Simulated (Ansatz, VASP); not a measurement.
Al in VASP and in Ansatz

INCAR

```
ALGO = Normal
EDIFF = 1E-7
EDIFFG = -0.01
ENCUT = 600
GGA = PE
IBRION = 2
ISIF = 3
ISMEAR = -1
LASPH = T
LCHARG = F
LREAL = F
LWAVE = F
NELM = 80
NSW = 80
PREC = Accurate
SIGMA = 0.1
```

File KPOINTS:

```
k-points
0
Gamma
  13 13 7
```

POSCAR

```
Al
1.0
    2.8634814820      0.0000000000      0.0000000000
   -1.4317407410      2.4798477067      0.0000000000
    0.0000000000      0.0000000000      4.6760652602
Al
2
Direct
    0.3333333333      0.6666666667      0.2500000000
    0.6666666667      0.3333333333      0.7500000000
```

Input for Ansatz:

```yaml
crystal:
  lattice:
    - [2.863481482, 0.0, 0.0]
    - [-1.431740741, 2.4798477067, 0.0]
    - [0.0, 0.0, 4.6760652602]
  atoms:
    - { symbol: Al, position: [0.3333333333, 0.6666666667, 0.25] }
    - { symbol: Al, position: [0.6666666667, 0.3333333333, 0.75] }
hamiltonian:
  xc: pbe
  pseudopotentials:
    kind: paw
    azcp:
      Al: "pseudopotentials/Al.paw.azcp"
basis:
  ecutwfc: 420
  fft_grid_basis: typed
kpoints:
  mp_grid: { grid: [13, 13, 7], shift: [0, 0, 0] }
magnetization:
  spin_polarized: false
scf:
  occupations: { method: fermi_dirac, width: 0.1 }
relax:
  max_steps: 60
  f_tol: 0.01
  cell: {}
```

The cell was built by a generator and needn't be a form met in nature.

Alike in both runs: task relaxation of cell and atoms; functional PBE; k mesh 13 × 13 × 7; occupations fermi-dirac, width 0.1 eV; no spin polarisation.

|  | VASP | Ansatz |
| --- | --- | --- |
| version | VASP 6.6.1 | Ansatz 0.2.0 |
| potentials or method | VASP PAW PBE potentials, release 64 (Al) | plane waves (420 eV) with PAW, scalar-relativistic |
| plane-wave cutoff (eV) | 600 | 420 |
| valence electrons in the cell | 6 | 6 |

```csv
,VASP,Ansatz,Ansatz less VASP
relaxed volume (Å³/atom),16.62,16.62,-0.001
relaxed cell length with the largest relative difference (Å),4.645,4.636,-0.0093
```
